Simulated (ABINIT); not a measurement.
# ZnSe (Stilleite) (F-43m) in ABINIT: a series of runs, part 2 of 2

ABINIT 10.8.3 (patched build).

## 4. Relaxation of cell and atoms, PBE

The input, run.abi:

```
# Pseudopotentials
pp_dirpath "./"
pseudos "Se_ONCV_PBE-1.2.upf, Zn_ONCV_PBE-1.2.upf"

# Structure
acell 7.5732633804 7.5732633804 7.5732633804
rprim
     0.0000000000     0.7071067812     0.7071067812
     0.7071067812     0.0000000000     0.7071067812
     0.7071067812     0.7071067812     0.0000000000
ntypat 2
znucl 34 30
natom 2
typat 1 2
chkprim 0
chksymtnons 0
tolsym 1.0e-6
xred
            3/4            3/4            3/4
            0.0            0.0            0.0

# Plane-wave basis
ecut 43.0
ecutsm 0.5

# k points
kptopt 1
ngkpt 6 6 6
nshiftk 1
shiftk 0.0 0.0 0.0

# Exchange and correlation
ixc 11

# Bands and occupations
nband 17
occopt 3
tsmear 0.05 eV

# SCF cycle
nstep 80
tolvrs 1.0e-12

# Output
iomode 3
prteig 0
prtebands 0
prtwf 0
prtden 0

# Relaxation
ionmov 2
optcell 2
ntime 50
tolmxf 2.0e-5
dilatmx 1.08
```

Potentials or basis: SG15 NC PBE v1.2.

Launch:

```console
abinit run.abi > log 2>&1
```

run.abo:

```text
.Version 10.8.3 of ABINIT
 Symmetries : space group F-4 3 m (#216); Bravais cF (face-center cubic)
================================================================================
 Values of the parameters that define the memory need of the present run
     intxc =       0    ionmov =       2      iscf =       7    lmnmax =       6
     lnmax =       6     mgfft =      50  mpssoang =       3    mqgrid =    3001
     natom =       2  nloc_mem =       1    nspden =       1   nspinor =       1
    nsppol =       1      nsym =      24    n1xccc =       0    ntypat =       2
    occopt =       3   xclevel =       2
       mpw =        5237          nfft =      125000          nkpt =          16
================================================================================
================================================================================

--------------------------------------------------------------------------------
------------- Echo of variables that govern the present computation ------------
--------------------------------------------------------------------------------
 -outvars: echo values of preprocessed input variables --------
            acell      7.5732633804E+00  7.5732633804E+00  7.5732633804E+00 Bohr
              amu      7.89600000E+01  6.53900000E+01
          chkprim           0
      chksymtnons           0
          dilatmx      1.08000000E+00
             ecut      4.30000000E+01 Hartree
           ecutsm      5.00000000E-01 Hartree
           ionmov           2
              ixc          11
[... 525 lines left out ...]
comment             : Components of total free energy in Hartree
kinetic             :  8.82830214011802E+01
hartree             :  9.05801396331489E+01
xc                  : -2.02979787036618E+01
Ewald energy        : -1.01109776261846E+02
psp_core            :  3.36911432727011E+00
local_psp           : -2.06161195680718E+02
non_local_psp       : -6.43358655123846E+01
internal            : -2.09672540797011E+02
'-kT*entropy'       : -8.79688974722819E-09
total_energy        : -2.09672540805808E+02
total_energy_eV     : -5.70548049304306E+03
band_energy         : -2.75225304362398E+01
...

 Cartesian components of stress tensor (hartree/bohr^3)
  sigma(1 1)= -1.16014018E-07  sigma(3 2)=  0.00000000E+00
  sigma(2 2)= -1.16014017E-07  sigma(3 1)=  0.00000000E+00
  sigma(3 3)= -1.16014017E-07  sigma(2 1)=  0.00000000E+00

-Cartesian components of stress tensor (GPa)         [Pressure=  3.4133E-03 GPa]
- sigma(1 1)= -3.41325024E-03  sigma(3 2)=  0.00000000E+00
- sigma(2 2)= -3.41325024E-03  sigma(3 1)=  0.00000000E+00
- sigma(3 3)= -3.41325024E-03  sigma(2 1)=  0.00000000E+00

== END DATASET(S) ==============================================================
================================================================================

 -outvars: echo values of variables after computation  --------
            acell      7.6629553735E+00  7.6629553735E+00  7.6629553735E+00 Bohr
           etotal     -2.0967254081E+02
            fcart     -0.0000000000E+00 -0.0000000000E+00 -0.0000000000E+00
                      -0.0000000000E+00 -0.0000000000E+00 -0.0000000000E+00
            rprim      0.0000000000E+00  7.0710678119E-01  7.0710678119E-01
                       7.0710678119E-01  0.0000000000E+00  7.0710678119E-01
                       7.0710678119E-01  7.0710678119E-01  0.0000000000E+00
           strten     -1.1601401750E-07 -1.1601401750E-07 -1.1601401750E-07
                       0.0000000000E+00  0.0000000000E+00  0.0000000000E+00
           xangst      4.3010420671E+00  4.3010420671E+00  4.3010420671E+00
                       4.8140497053E-32 -4.8140497053E-32 -4.8140497053E-32
             xred      7.5000000000E-01  7.5000000000E-01  7.5000000000E-01
                      -2.5183691924E-32  8.3945639745E-33  8.3945639745E-33
 Calculation completed.
```

Wall time 3.7 min (1 thread of Arm Neoverse V1, shared host); peak memory 0.11 GiB.

Results:

```yaml
Free_energy: -5705.4805 eV
Relaxed_volume: 23.57 Å³/atom
Relaxed_cell: a = 4.055 Å, b = 4.055 Å, c = 4.055 Å, α = 60.00°, β = 60.00°, γ = 60.00°
Space_group_after_relaxing_to_0.05_Å: F-43m (No. 216)
Energy_gained_by_relaxing: 5.4 meV/atom
Ionic_steps: 4
Pressure_after_relaxing: 0.0 GPa
Band_gap_on_the_k_mesh: 1.14 eV, direct
```

The path:
```csv
step,energy change (eV),largest force (eV/Å),pressure (GPa),volume (Å³)
1,0.0000,0.0000,2.18,45.51
2,-0.0037,0.0000,1.75,45.82
3,-0.0108,0.0000,0.08,47.09
4,-0.0108,0.0000,0.00,47.15
```

Final structure:
```xyz
2
Lattice="0.0000 2.8674 2.8674 2.8674 0.0000 2.8674 2.8674 2.8674 0.0000" Properties=species:S:1:pos:R:3 pbc="T T T"
Se    4.3010    4.3010    4.3010
Zn    0.0000    0.0000    0.0000
```

## 5. Summary

```csv
task,level,potentials or basis,spin,cell,cutoff (eV),fine-grid cutoff,cell freedom (optcell),optimiser (ionmov),cutoff smearing ecutsm (Ha),force stop (Ha/bohr),gap on the mesh (eV),pressure (GPa)
single point,LDA,PseudoDojo NC SR LDA v0.4.1 standard,off,as given,1061,-,-,-,-,-,1.03,-3.9
single point,PBE,JTH PAW PBE v2.0,"SOC, no magnetisation",as given,435,870.764 eV,-,-,-,-,1.16,-
relaxation of cell and atoms,PBE,SG15 NC PBE v1.2,off,relaxed,1170,-,2,2,0.5,2e-05,1.14,0.0
```

Alike in all rows: k mesh 6 × 6 × 6; smearing fermi-dirac 0.05 eV.

Total energies depend on the potentials used, so only differences within one code and one set of settings carry meaning.

## 6. Against experiment

Step 2. A measured gap of ZnSe is 2.695 eV (an exciton energy, a little under the gap; 300 K; “Alloy Disordering Effects on the Thermal Conductivity and Energy Gap Temperature Dependence of Cd1−xZnxSe Ternary Crystals Grown by the Bridgman Method”, 2023, pmc:10253836); the calculated 1.03 eV misses it by -1.67 eV. So large a miss can be the level of theory's own, or it may mean another phase, state or a wrong row. Spin-orbit coupling on Se is left out. The value is that of LDA, without temperature or zero-point motion. Semilocal functionals fall short of measured gaps as a rule.
